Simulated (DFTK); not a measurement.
# ZnS (Wurtzite-6H) (P6_3mc) in DFTK: band structure with LDA

Aim: the band structure of ZnS (Wurtzite-6H) with LDA.

All numbers are computed with DFTK 0.8.2; they aren't measurements. Logs are shortened: lines on timing, memory, paths and dates and some standing lists are left out, and cuts for length are marked.

**Experimental background.**

From a printed reference work, monograph, for a bulk crystal of ZnS at 4 K: band gap 3.911 eV (direct).

How close the calculation comes is told below.

### 1 Starting point

It takes space group P6_3mc (No. 186, hexagonal). Conventional cell: a = 3.812 Å, b = 3.812 Å, c = 18.690 Å, α = 90.00°, β = 90.00°, γ = 120.00°. Zn (site symmetry 3m) is surrounded by 4 S at 2.33 to 2.34 Å. Zn (site symmetry 3m) has 4 S at 2.33 to 2.34 Å as nearest neighbours. Zn (site symmetry 3m) is surrounded by 4 S at 2.33 to 2.34 Å. Around S (site symmetry 3m) lie 4 Zn at 2.33 to 2.34 Å. S (site symmetry 3m) is surrounded by 4 Zn at 2.33 to 2.34 Å. S (site symmetry 3m) has 4 Zn at 2.33 to 2.34 Å as nearest neighbours.

### 2 Band structure, LDA

run.jl

```julia
using DFTK
using PseudoPotentialData
using Unitful, UnitfulAtomic
using LinearAlgebra, Printf
include("save.jl")
disable_threading()

lines = readlines("ZnS.cif")
tag(name) = parse(Float64, split(only(filter(startswith(name), lines)))[2])
a, b, c = tag.(["_cell_length_a", "_cell_length_b", "_cell_length_c"])
α, β, γ = deg2rad.(tag.(["_cell_angle_alpha", "_cell_angle_beta", "_cell_angle_gamma"]))
cx, cy  = cos(β), (cos(α) - cos(β) * cos(γ)) / sin(γ)
lattice = austrip(1u"Å") * [a b*cos(γ) c*cx; 0 b*sin(γ) c*cy; 0 0 c*sqrt(1 - cx^2 - cy^2)]
sites     = split.(lines[findlast(startswith("_atom_site_"), lines)+1:end])
symbols   = [Symbol(s[2]) for s in sites]
positions = [parse.(Float64, s[5:7]) for s in sites]
pseudopotentials = PseudoFamily("cp2k.nc.sr.lda.v0_1.largecore.gth")
elements = Dict(s => ElementPsp(s, pseudopotentials) for s in unique(symbols))
atoms    = [elements[s] for s in symbols]

build_model(lattice, positions; symmetries=true) =
    model_DFT(lattice, atoms, positions;
              functionals=LDA(),
              temperature=austrip(0.05u"eV"),
              smearing=Smearing.FermiDirac(),
              symmetries)
Ecut  = 30.0  # hartree
kgrid = [5, 5, 1]
tol   = 1e-6
to_GPa = ustrip(uconvert(u"GPa", 1u"hartree/bohr^3"))

model = build_model(lattice, positions)
basis = PlaneWaveBasis(model; Ecut, kgrid)
display(basis)
scfres = self_consistent_field(basis;
                               tol,
                               nbandsalg=AdaptiveBands(model; n_bands_converge=30))
display(scfres.energies)
@printf "Fermi level: %.6f eV\n" ustrip(auconvert(u"eV", something(scfres.εF, NaN)))
forces = compute_forces_cart(scfres)
println("Forces (eV/Å)")
for (s, f) in zip(symbols, forces)
    @printf "%-3s %12.6f %12.6f %12.6f\n" s ustrip.(auconvert.(u"eV/Å", f))...
end
stress = compute_stresses_cart(scfres)
println("Stress (GPa)")
display(round.(stress * to_GPa; digits=4))
println("Levels at the first k-point (eV): ", round.(ustrip.(auconvert.(u"eV", scfres.eigenvalues[1][1:scfres.n_bands_converge])); digits=4))
save_scf!(scfres; forces, stress)

points = Dict("G" => [0.0, 0.0, 0.0], "A" => [0.0, 0.0, 0.5], "H" => [0.3333333333, 0.3333333333, 0.5], "K" => [0.3333333333, 0.3333333333, 0.0], "L" => [0.5, 0.0, 0.5], "M" => [0.5, 0.0, 0.0])
segments = [("G", "M", 8), ("M", "K", 4), ("K", "G", 9), ("G", "A", 3), ("A", "L", 8), ("L", "H", 4), ("H", "A", 9), ("L", "M", 3), ("K", "H", 3)]
kcoords = vcat([[points[a] + t * (points[b] - points[a]) for t in range(0, 1, n)] for (a, b, n) in segments]...)
bands = compute_bands(scfres, ExplicitKpoints(kcoords); n_bands=32, tol=1e-5)
for (k, ε) in zip(bands.basis.kpoints, bands.eigenvalues)
    @printf "%d %8.4f %8.4f %8.4f " k.spin k.coordinate...
    println(join([@sprintf("%9.4f", e) for e in ustrip.(auconvert.(u"eV", ε .- scfres.εF))]))
end
results["band_energies"] = rows(bands.eigenvalues); results["band_kpoints"] = rows(kcoords)
```

ZnS.cif

```cif
data_ZnS
_cell_length_a 3.81200000
_cell_length_b 3.81200000
_cell_length_c 18.68999000
_cell_angle_alpha 90.00000000
_cell_angle_beta 90.00000000
_cell_angle_gamma 120.00000000
_space_group_name_H-M_alt 'P1'
_space_group_name_Hall 'P 1'
_space_group_IT_number 1
loop_
_space_group_symop_operation_xyz
'x,y,z'
loop_
_atom_site_label
_atom_site_type_symbol
_atom_site_symmetry_multiplicity
_atom_site_Wyckoff_symbol
_atom_site_fract_x
_atom_site_fract_y
_atom_site_fract_z
_atom_site_occupancy
Zn1 Zn 1 a 0.3333333333 0.6666666667 0.8333300000 1
Zn2 Zn 1 a 0.6666666667 0.3333333333 0.3333300000 1
Zn3 Zn 1 a 0.6666666667 0.3333333333 0.6666700000 1
Zn4 Zn 1 a 0.3333333333 0.6666666667 0.1666700000 1
Zn5 Zn 1 a 0.0000000000 0.0000000000 0.5000000000 1
Zn6 Zn 1 a 0.0000000000 0.0000000000 0.0000000000 1
S1 S 1 a 0.3333333333 0.6666666667 0.9583300000 1
S2 S 1 a 0.6666666667 0.3333333333 0.4583300000 1
S3 S 1 a 0.6666666667 0.3333333333 0.7916700000 1
S4 S 1 a 0.3333333333 0.6666666667 0.2916700000 1
S5 S 1 a 0.0000000000 0.0000000000 0.6250000000 1
S6 S 1 a 0.0000000000 0.0000000000 0.1250000000 1
```

Potentials or basis: cp2k.nc.sr.lda.v0_1.largecore.gth (LDA, GTH, large core).

The run is started by

```console
> julia --threads=1 run.jl  # save.jl only writes the numbers to a file and isn't shown; printed stress counts tension as positive; times include loading and compiling
```

What it wrote:

```text
PlaneWaveBasis discretization:

    Ecut                 : 30.0 Ha
    fft_size             : (40, 40, 180), 288000 total points
    kgrid                : MonkhorstPack([5, 5, 1])
    num.   red. kpoints  : 25
    num. irred. kpoints  : 5

    Discretized Model(lda_x+lda_c_pw, 3D):
        lattice (in Bohr)    : [7.20364   , -3.60182  , 2.16266e-15]
                               [0         , 6.23853   , 3.74584e-15]
                               [0         , 0         , 35.319    ]
        unit cell volume     : 1587.2 Bohr³

        atoms                : S₆Zn₆
        pseudopot. family    : PseudoFamily("cp2k.nc.sr.lda.v0_1.largecore.gth")

        num. electrons       : 48
        spin polarization    : none
        temperature          : 0.0018375 Ha
        smearing             : DFTK.Smearing.FermiDirac()

        terms                : Kinetic()
                               AtomicLocal()
                               AtomicNonlocal()
                               Ewald(nothing)
                               PspCorrection()
                               Hartree()
                               Xc(lda_x, lda_c_pw)
                               Entropy()
n     Energy            log10(ΔE)   log10(Δρ)   Diag   Δtime
---   ---------------   ---------   ---------   ----   ------
  1   -68.34907167882                   -0.14    8.4    11.6s
  2   -68.66557025365       -0.50       -0.87    3.0    6.36s
  3   -68.66909349167       -2.45       -1.61    4.6    6.54s
  4   -68.66918658031       -4.03       -2.49    1.0    5.01s
  5   -68.66921413170       -4.56       -3.13    5.6    6.59s
  6   -68.66921564429       -5.82       -3.52    3.6    6.14s
  7   -68.66921575023       -6.97       -4.02    4.4    6.05s
  8   -68.66921580314       -7.28       -4.54    3.4    6.18s
  9   -68.66921580895       -8.24       -4.81    5.2    7.09s
 10   -68.66921581182       -8.54       -5.37    4.4    6.64s
 11   -68.66921581198       -9.81       -5.83    6.0    7.18s
 12   -68.66921581198      -11.64       -6.35    2.6    5.60s
Energy breakdown (in Ha):
    Kinetic             26.2662394
    AtomicLocal         -42.3170987
    AtomicNonlocal      12.4169412
    Ewald               -59.6387210
    PspCorrection       0.5597252
    Hartree             10.3873441
    Xc                  -16.3436461
    Entropy             -0.0000000

    total               -68.669215811981
Fermi level: 3.568333 eV
Forces (eV/Å)
Zn      0.000000    -0.000000    -0.002154
Zn     -0.000000    -0.000000    -0.002154
Zn     -0.000000    -0.000000    -0.004238
Zn     -0.000000    -0.000000    -0.004238
Zn      0.000000    -0.000000    -0.005207
Zn     -0.000000    -0.000000    -0.005207
S      -0.000000    -0.000000    -0.023159
S      -0.000000    -0.000000    -0.023159
S      -0.000000    -0.000000    -0.000892
S       0.000000    -0.000000    -0.000892
S       0.000000    -0.000000     0.035619
S      -0.000000    -0.000000     0.035619
Stress (GPa)
3×3 StaticArraysCore.SMatrix{3, 3, Float64, 9} with indices SOneTo(3)×SOneTo(3):
 15.8259   0.0      0.0
 -0.0     15.8259   0.0
 -0.0     -0.0     15.8849
Levels at the first k-point (eV): [-10.3309, -10.1124, -10.1021, -9.5651, -9.5547, -9.2066, -2.695, -1.7255, -1.7184, 0.4693, 0.4802, 1.4829, 1.4829, 1.6293, 1.6293, 1.6569, 1.6569, 1.9896, 1.9896, 2.0134, 2.0134, 2.1857, 2.2056, 2.2056, 4.9311, 5.8837, 6.0256, 6.0392, 6.1465, 6.2091]
1   0.0000   0.0000   0.0000  -13.8992 -13.6807 -13.6705 -13.1334 -13.1231 -12.7750  -6.2633  -5.2938  -5.2867  -3.0991  -3.0881  -2.0855  -2.0855  -1.9390  -1.9390  -1.9115  -1.9115  -1.5788  -1.5788  -1.5549  -1.5549  -1.3826  -1.3627  -1.3627   1.3627   2.3154   2.4573   2.4708   2.5782   2.6407   5.4282   5.4768
1   0.0714   0.0000   0.0000  -13.8616 -13.6451 -13.6348 -13.1038 -13.0934 -12.7506  -6.2191  -5.2737  -5.2664  -3.1748  -3.1603  -2.3770  -2.1979  -2.1679  -2.1667  -2.0069  -1.9834  -1.7818  -1.7595  -1.6707  -1.6233  -1.6021  -1.4183  -1.3953   1.6890   2.5978   2.6937   2.7462   2.8059   2.9158   5.1165   5.1495
1   0.1429   0.0000   0.0000  -13.7511 -13.5410 -13.5305 -13.0189 -13.0084 -12.6819  -6.0918  -5.2318  -5.2234  -3.4918  -3.4603  -3.0332  -2.7467  -2.7153  -2.5093  -2.3718  -2.1856  -2.1690  -2.1156  -2.0215  -1.7496  -1.7337  -1.5217  -1.4926   2.3080   3.0978   3.1830   3.2435   3.2970   3.4848   4.6815   4.7171
1   0.2143   0.0000   0.0000  -13.5757 -13.3776 -13.3669 -12.8912 -12.8805 -12.5835  -5.9044  -5.2409  -5.2244  -4.1055  -4.0509  -3.7478  -3.3519  -3.2746  -3.2141  -2.6294  -2.4190  -2.4073  -2.3546  -2.2322  -1.9290  -1.9174  -1.6868  -1.6389   2.7415   3.1789   3.4233   3.4820   3.5339   3.7320   4.4184   4.5339
1   0.2857   0.0000   0.0000  -13.3510 -13.1729 -13.1619 -12.7437 -12.7328 -12.4805  -5.7296  -5.4350  -5.3749  -4.7897  -4.7301  -4.3079  -4.1200  -3.5817  -3.4943  -2.8800  -2.6518  -2.6428  -2.5348  -2.3390  -2.1192  -2.1101  -1.8845  -1.8010   2.7313   2.8908   3.2448   3.3129   3.4261   3.7628   4.1410   4.3076
1   0.3571   0.0000   0.0000  -13.1046 -12.9569 -12.9456 -12.6100 -12.5993 -12.4059  -5.8044  -5.7707  -5.6006  -5.3758  -5.3164  -4.8265  -4.4284  -3.6115  -3.4764  -3.0833  -2.8435  -2.8356  -2.7802  -2.4452  -2.2816  -2.2738  -2.0693  -1.9433   2.5577   2.6195   2.9758   3.0250   3.1925   3.6422   3.8127   4.0783
[... 43 lines left out ...]
1   0.3333   0.3333   0.2500  -12.4835 -12.4835 -12.4734 -12.4734 -12.4679 -12.4678  -5.7546  -5.7546  -5.6934  -5.6317  -5.5165  -5.5165  -4.5628  -4.5628  -4.3503  -4.1101  -3.8760  -3.8760  -3.1179  -3.1179  -2.9637  -2.7117  -2.6285  -2.6285   3.4522   3.4522   3.4730   4.0982   4.1940   4.1940   5.1073   5.1073
1   0.3333   0.3333   0.5000  -12.4835 -12.4835 -12.4734 -12.4734 -12.4678 -12.4678  -5.7510  -5.7510  -5.6640  -5.6640  -5.5238  -5.5238  -4.5417  -4.5417  -4.2374  -4.2374  -3.9184  -3.9184  -3.0600  -3.0600  -2.8296  -2.8296  -2.6625  -2.6625   3.5977   3.5977   3.7322   3.7322   3.9214   3.9214   5.3198   5.3198
```

Run time: 5.2 min. Hardware: 1 thread of Intel Xeon Platinum 8488C (Sapphire Rapids), shared host; peak memory 3.8 GiB.

What came out:

| Property | Result |
| --- | --- |
| Free energy | -1868.5846 eV |
| Largest force | 0.036 eV/Å |
| Band gap on the k mesh | 2.73 eV, direct |
| Band gap along the path | 2.73 eV, direct |

Forces in eV/Å, atoms in the order of the input:
```
Zn   0.000  0.000 -0.002
Zn   0.000  0.000 -0.002
Zn   0.000  0.000 -0.004
Zn   0.000  0.000 -0.004
Zn   0.000  0.000 -0.005
Zn   0.000  0.000 -0.005
S    0.000  0.000 -0.023
S    0.000  0.000 -0.023
S    0.000  0.000 -0.001
S    0.000  0.000 -0.001
S    0.000  0.000  0.036
S    0.000  0.000  0.036
```

Levels at the corners of the path, in eV from the valence-band top:
| point | band 22 | band 23 | band 24 | band 25 | band 26 | band 27 |
| --- | --- | --- | --- | --- | --- | --- |
| Γ | -0.02 | 0.00 | 0.00 | 2.73 | 3.68 | 3.82 |
| M | -1.06 | -0.93 | -0.71 | 3.77 | 3.84 | 3.93 |
| K | -1.30 | -1.24 | -1.24 | 4.73 | 4.73 | 4.74 |
| Γ | -0.02 | 0.00 | 0.00 | 2.73 | 3.68 | 3.82 |
| A | -0.06 | -0.06 | -0.06 | 3.20 | 3.20 | 3.74 |
| L | -1.04 | -0.81 | -0.81 | 3.67 | 3.67 | 4.17 |
| H | -1.47 | -1.30 | -1.30 | 4.96 | 4.96 | 5.09 |
| A | -0.06 | -0.06 | -0.06 | 3.20 | 3.20 | 3.74 |
| L | -1.04 | -0.81 | -0.81 | 3.67 | 3.67 | 4.17 |
| M | -1.06 | -0.93 | -0.71 | 3.77 | 3.84 | 3.93 |
| K | -1.30 | -1.24 | -1.24 | 4.73 | 4.73 | 4.74 |
| H | -1.47 | -1.30 | -1.30 | 4.96 | 4.96 | 5.09 |

Caveat: the cutoff is short for these potentials, so energies and forces aren't converged, fitted volumes are rough and the log's stress (off by 3 to 10 GPa or more in trials) isn't used; this set keeps more shells in the core, which shifts pressures and gaps; the cell's inner coordinates are idealised or old, which leaves forces on the atoms.

### 3 Comparison with measurements

Step 2. A measured gap of ZnS is 3.911 eV (direct; 4 K; a printed reference work, monograph); the calculated 2.73 eV misses it by -1.19 eV. The value is that of LDA, without temperature or zero-point motion. Semilocal functionals fall short of measured gaps as a rule.
